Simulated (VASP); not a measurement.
Write the native input for VASP 6.6.1 that does the following.

| Item | Value |
| --- | --- |
| Task | work function |
| Functional | PBE |
| Potentials or basis | VASP PAW PBE potentials, release 64 (Pb_d) |
| Cutoff | 520 eV |
| k mesh | 9 × 9 × 1 |
| Occupations | gaussian, width 0.05 eV |
| Spin | no spin polarisation |
| Dipole correction | yes |
| Further INCAR settings | ALGO = Fast; EDIFF = 1e-06 |

The structure of Pb lies in POSCAR:

```
Pb
1.0
    3.4800006906      0.0000000000      0.0000000000
   -1.7400003453      3.0137690032      0.0000000000
    0.0000000000      0.0000000000     23.3850000000
Pb
4
Direct
    0.6666666667      0.3333333334      0.3207184092
    0.3333333333      0.6666666666      0.4402394697
    0.6666666667      0.3333333334      0.5597605303
    0.3333333333      0.6666666666      0.6792815908
```

The cell isn't the ideal one: the (0 0 1) slab of Pb, cut from the database cell, not relaxed.

These files were run (other wordings do the same):

INCAR

```
ALGO = Fast
DIPOL = 0.5 0.5 0.500
EDIFF = 1E-6
ENCUT = 520
GGA = PE
IDIPOL = 3
ISIF = 2
ISMEAR = 0
LASPH = True
LCHARG = True
LDIPOL = True
LELF = True
LREAL = False
LVACPOTAV = True
LVHAR = True
LWAVE = False
NELM = 100
PREC = Accurate
SIGMA = 0.05
```

KPOINTS

```
k-points
0
Gamma
  9 9 1
```

Potentials or basis: VASP PAW PBE potentials, release 64 (Pb_d).

Run with:

```bash
$ cat potpaw_PBE.64/Pb_d/POTCAR > POTCAR
$ mpirun -np 1 vasp_std > vasp.out
```

It gave:

- Largest force: 0.408 eV/Å
- Band gap on the k mesh: none (metal or under the smearing width)
- Work function of the upper face: 3.78 eV
- Work function of the lower face: 3.78 eV

Wall time 3.1 min on 1 thread of Intel(R) Xeon(R) Platinum 8488C (Sapphire Rapids), on a shared host, peak memory 0.37 GiB.
